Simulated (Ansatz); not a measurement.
# Molecular dynamics of SnO2

input.yaml

```yaml
crystal:
  lattice:
    - [0.0, 5.936552, 5.416492]
    - [4.887997, 0.0, 5.416492]
    - [4.887997, 5.936552, 0.0]
  atoms:
    - { symbol: Sn, position: [0.4577239, 0.2922761, 0.2077239] }
    - { symbol: Sn, position: [0.5422761, 0.7077239, 0.2922761] }
    - { symbol: Sn, position: [0.0422761, 0.2077239, 0.2922761] }
    - { symbol: Sn, position: [0.4577239, 0.2922761, 0.7077239] }
    - { symbol: O, position: [0.977711, 0.1008926, 0.6294125] }
    - { symbol: O, position: [0.791984, 0.1294125, 0.1008926] }
    - { symbol: O, position: [0.3508926, 0.227711, 0.541984] }
    - { symbol: O, position: [0.3794125, 0.041984, 0.227711] }
    - { symbol: O, position: [0.1205875, 0.458016, 0.272289] }
    - { symbol: O, position: [0.1491074, 0.272289, 0.958016] }
    - { symbol: O, position: [0.708016, 0.3705875, 0.3991074] }
    - { symbol: O, position: [0.522289, 0.3991074, 0.8705875] }
    - { symbol: Sn, position: [0.9577239, 0.7922761, 0.7077239] }
    - { symbol: Sn, position: [0.0422761, 0.2077239, 0.7922761] }
    - { symbol: Sn, position: [0.5422761, 0.7077239, 0.7922761] }
    - { symbol: Sn, position: [0.9577239, 0.7922761, 0.2077239] }
    - { symbol: O, position: [0.477711, 0.6008926, 0.1294125] }
    - { symbol: O, position: [0.291984, 0.6294125, 0.6008926] }
    - { symbol: O, position: [0.8508926, 0.727711, 0.041984] }
    - { symbol: O, position: [0.8794125, 0.541984, 0.727711] }
    - { symbol: O, position: [0.6205875, 0.958016, 0.772289] }
    - { symbol: O, position: [0.6491074, 0.772289, 0.458016] }
    - { symbol: O, position: [0.208016, 0.8705875, 0.8991074] }
    - { symbol: O, position: [0.022289, 0.8991074, 0.3705875] }
basis:
  ecutwfc: 420.0
kpoints:
  mp_grid: { grid: [3, 3, 3] }
hamiltonian:
  xc: pbesol
  pseudopotentials: { kind: paw, azcp: { folder: soft_1 } }
scf:
  occupations: { method: fermi_dirac, width: 0.3 }
  lower_state_search: "off"
md:
  timestep: 1.12
  n_steps: 90
  ensemble: nve
  temperature: 7000.0
  initial_velocities: maxwell_boltzmann
  seed: 581699
```

Command:

```bash
$ ansatz run input.yaml --threads 4 --pin off --max-ram 10240MiB --backend cpu --events-out ev --progress --plain --runs-dir out
```

It starts from an unrelaxed structure (largest force component 0.23 eV/Å).

Output, in part (one step line in 2):

```
md step     0: t =     0.00 fs  T =  7000.0 K  F+E_penalty+E_count = -56571.30696689 eV  E_kin = 20.810860 eV  conserved = -56550.49610706 eV  (8 SCF iters)
md step     2: t =     2.24 fs  T =  6853.8 K  F+E_penalty+E_count = -56570.87117752 eV  E_kin = 20.376117 eV  conserved = -56550.49506096 eV  (10 SCF iters)
md step     4: t =     4.48 fs  T =  6408.3 K  F+E_penalty+E_count = -56569.54392257 eV  E_kin = 19.051609 eV  conserved = -56550.49231386 eV  (10 SCF iters)
md step     6: t =     6.72 fs  T =  5725.7 K  F+E_penalty+E_count = -56567.50963007 eV  E_kin = 17.022521 eV  conserved = -56550.48710915 eV  (6 SCF iters)
md step     8: t =     8.96 fs  T =  4918.5 K  F+E_penalty+E_count = -56565.10208824 eV  E_kin = 14.622458 eV  conserved = -56550.47963032 eV  (6 SCF iters)
md step    10: t =    11.20 fs  T =  4137.7 K  F+E_penalty+E_count = -56562.77429478 eV  E_kin = 12.301338 eV  conserved = -56550.47295687 eV  (8 SCF iters)
md step    12: t =    13.44 fs  T =  3513.1 K  F+E_penalty+E_count = -56560.91556047 eV  E_kin = 10.444311 eV  conserved = -56550.47124910 eV  (5 SCF iters)
md step    14: t =    15.68 fs  T =  3079.1 K  F+E_penalty+E_count = -56559.62848002 eV  E_kin = 9.154147 eV  conserved = -56550.47433346 eV  (4 SCF iters)
md step    16: t =    17.92 fs  T =  2778.2 K  F+E_penalty+E_count = -56558.73755374 eV  E_kin = 8.259529 eV  conserved = -56550.47802445 eV  (4 SCF iters)
md step    18: t =    20.16 fs  T =  2535.2 K  F+E_penalty+E_count = -56558.01663103 eV  E_kin = 7.537144 eV  conserved = -56550.47948678 eV  (4 SCF iters)
md step    20: t =    22.40 fs  T =  2314.9 K  F+E_penalty+E_count = -56557.36089812 eV  E_kin = 6.882024 eV  conserved = -56550.47887379 eV  (8 SCF iters)
md step    22: t =    24.64 fs  T =  2124.2 K  F+E_penalty+E_count = -56556.79285670 eV  E_kin = 6.315202 eV  conserved = -56550.47765438 eV  (5 SCF iters)
md step    24: t =    26.88 fs  T =  1986.0 K  F+E_penalty+E_count = -56556.38133155 eV  E_kin = 5.904383 eV  conserved = -56550.47694879 eV  (4 SCF iters)
md step    26: t =    29.12 fs  T =  1915.6 K  F+E_penalty+E_count = -56556.17190136 eV  E_kin = 5.694936 eV  conserved = -56550.47696530 eV  (3 SCF iters)
md step    28: t =    31.36 fs  T =  1912.6 K  F+E_penalty+E_count = -56556.16407260 eV  E_kin = 5.686129 eV  conserved = -56550.47794375 eV  (4 SCF iters)
md step    30: t =    33.60 fs  T =  1956.9 K  F+E_penalty+E_count = -56556.29783074 eV  E_kin = 5.817881 eV  conserved = -56550.47994993 eV  (8 SCF iters)
md step    32: t =    35.84 fs  T =  2011.7 K  F+E_penalty+E_count = -56556.46229768 eV  E_kin = 5.980837 eV  conserved = -56550.48146074 eV  (4 SCF iters)
md step    34: t =    38.08 fs  T =  2053.0 K  F+E_penalty+E_count = -56556.58417510 eV  E_kin = 6.103633 eV  conserved = -56550.48054236 eV  (4 SCF iters)
md step    36: t =    40.32 fs  T =  2102.6 K  F+E_penalty+E_count = -56556.72851834 eV  E_kin = 6.251028 eV  conserved = -56550.47748990 eV  (4 SCF iters)
md step    38: t =    42.56 fs  T =  2219.7 K  F+E_penalty+E_count = -56557.07429145 eV  E_kin = 6.599118 eV  conserved = -56550.47517367 eV  (4 SCF iters)
md step    40: t =    44.80 fs  T =  2446.7 K  F+E_penalty+E_count = -56557.75014182 eV  E_kin = 7.273893 eV  conserved = -56550.47624856 eV  (8 SCF iters)
md step    42: t =    47.04 fs  T =  2761.1 K  F+E_penalty+E_count = -56558.68864518 eV  E_kin = 8.208578 eV  conserved = -56550.48006684 eV  (5 SCF iters)
md step    44: t =    49.28 fs  T =  3086.5 K  F+E_penalty+E_count = -56559.65994047 eV  E_kin = 9.176080 eV  conserved = -56550.48386089 eV  (4 SCF iters)
md step    46: t =    51.52 fs  T =  3343.7 K  F+E_penalty+E_count = -56560.42669042 eV  E_kin = 9.940767 eV  conserved = -56550.48592344 eV  (4 SCF iters)
md step    48: t =    53.76 fs  T =  3486.9 K  F+E_penalty+E_count = -56560.85273369 eV  E_kin = 10.366624 eV  conserved = -56550.48610949 eV  (5 SCF iters)
md step    50: t =    56.00 fs  T =  3511.6 K  F+E_penalty+E_count = -56560.92453411 eV  E_kin = 10.439918 eV  conserved = -56550.48461633 eV  (8 SCF iters)
md step    52: t =    58.24 fs  T =  3451.4 K  F+E_penalty+E_count = -56560.74255413 eV  E_kin = 10.260989 eV  conserved = -56550.48156495 eV  (5 SCF iters)
md step    54: t =    60.48 fs  T =  3372.1 K  F+E_penalty+E_count = -56560.50334116 eV  E_kin = 10.025309 eV  conserved = -56550.47803204 eV  (4 SCF iters)
md step    56: t =    62.72 fs  T =  3345.2 K  F+E_penalty+E_count = -56560.42186904 eV  E_kin = 9.945275 eV  conserved = -56550.47659355 eV  (4 SCF iters)
md step    58: t =    64.96 fs  T =  3399.2 K  F+E_penalty+E_count = -56560.58409183 eV  E_kin = 10.105627 eV  conserved = -56550.47846491 eV  (4 SCF iters)
md step    60: t =    67.20 fs  T =  3499.1 K  F+E_penalty+E_count = -56560.88394734 eV  E_kin = 10.402689 eV  conserved = -56550.48125809 eV  (7 SCF iters)
md step    62: t =    69.44 fs  T =  3588.6 K  F+E_penalty+E_count = -56561.15115737 eV  E_kin = 10.668832 eV  conserved = -56550.48232559 eV  (5 SCF iters)
md step    64: t =    71.68 fs  T =  3638.6 K  F+E_penalty+E_count = -56561.29943406 eV  E_kin = 10.817528 eV  conserved = -56550.48190621 eV  (4 SCF iters)
md step    66: t =    73.92 fs  T =  3648.3 K  F+E_penalty+E_count = -56561.32781819 eV  E_kin = 10.846261 eV  conserved = -56550.48155681 eV  (4 SCF iters)
md step    68: t =    76.16 fs  T =  3619.4 K  F+E_penalty+E_count = -56561.24236388 eV  E_kin = 10.760400 eV  conserved = -56550.48196420 eV  (4 SCF iters)
md step    70: t =    78.40 fs  T =  3543.3 K  F+E_penalty+E_count = -56561.01695368 eV  E_kin = 10.534307 eV  conserved = -56550.48264641 eV  (8 SCF iters)
md step    72: t =    80.64 fs  T =  3409.3 K  F+E_penalty+E_count = -56560.61848705 eV  E_kin = 10.135878 eV  conserved = -56550.48260875 eV  (5 SCF iters)
md step    74: t =    82.88 fs  T =  3222.5 K  F+E_penalty+E_count = -56560.06160468 eV  E_kin = 9.580476 eV  conserved = -56550.48112886 eV  (4 SCF iters)
md step    76: t =    85.12 fs  T =  3016.3 K  F+E_penalty+E_count = -56559.44605667 eV  E_kin = 8.967529 eV  conserved = -56550.47852729 eV  (4 SCF iters)
md step    78: t =    87.36 fs  T =  2844.4 K  F+E_penalty+E_count = -56558.93276800 eV  E_kin = 8.456349 eV  conserved = -56550.47641946 eV  (4 SCF iters)
md step    80: t =    89.60 fs  T =  2749.1 K  F+E_penalty+E_count = -56558.64972952 eV  E_kin = 8.173163 eV  conserved = -56550.47656669 eV  (7 SCF iters)
md step    82: t =    91.84 fs  T =  2729.4 K  F+E_penalty+E_count = -56558.59378616 eV  E_kin = 8.114598 eV  conserved = -56550.47918802 eV  (5 SCF iters)
md step    84: t =    94.08 fs  T =  2737.1 K  F+E_penalty+E_count = -56558.61995221 eV  E_kin = 8.137237 eV  conserved = -56550.48271562 eV  (5 SCF iters)
md step    86: t =    96.32 fs  T =  2707.7 K  F+E_penalty+E_count = -56558.53463508 eV  E_kin = 8.049820 eV  conserved = -56550.48481557 eV  (4 SCF iters)
md step    88: t =    98.56 fs  T =  2608.1 K  F+E_penalty+E_count = -56558.23707830 eV  E_kin = 7.753726 eV  conserved = -56550.48335267 eV  (4 SCF iters)
md step    90: t =   100.80 fs  T =  2474.1 K  F+E_penalty+E_count = -56557.83425113 eV  E_kin = 7.355491 eV  conserved = -56550.47876022 eV  (9 SCF iters)
```

The run went to its last step. The conserved energy stayed within 1.1 meV per atom of its start (net change 0.72 meV per atom), so the integration is sound. Over the second half the temperature averaged 0.46 of the 7000 K drawn at the start: a run that starts near a minimum puts about half its kinetic energy into the potential. A run of 0.1 ps of so small a system gives no equilibrium averages. Limits of this set-up: coarse k mesh, PAW files made for another functional.

Mean squared displacements from the first frame to the last, about the centre of mass: Sn 0.18 Å², O 0.25 Å².

Last frame:

```xyz
24
Lattice="0.0000 5.9366 5.4165 4.8880 0.0000 5.4165 4.8880 5.9366 0.0000" Properties=species:S:1:pos:R:3
Sn 2.284 3.958 4.102
Sn 4.923 4.691 6.524
Sn 2.577 1.852 1.445
Sn 4.574 6.332 4.338
O 3.429 9.854 6.181
O 1.690 5.710 5.194
O 3.612 5.124 3.126
O 1.405 3.596 2.231
O 3.346 1.326 3.295
O 5.922 6.370 2.549
O 4.176 6.801 6.284
O 5.566 8.057 5.022
Sn 7.624 9.854 9.483
Sn 4.604 5.349 1.338
Sn 7.195 8.221 6.587
Sn 5.203 7.260 9.266
O 3.704 3.583 5.374
O 6.318 5.425 5.081
O 4.149 5.177 8.736
O 6.098 9.365 8.049
O 8.560 8.552 8.844
O 6.256 6.533 7.674
O 8.484 6.875 5.796
O 6.404 2.458 5.078
```

The run took 23 min on 4 threads of Arm Neoverse V1 (shared host), peak memory 1.7 GiB.
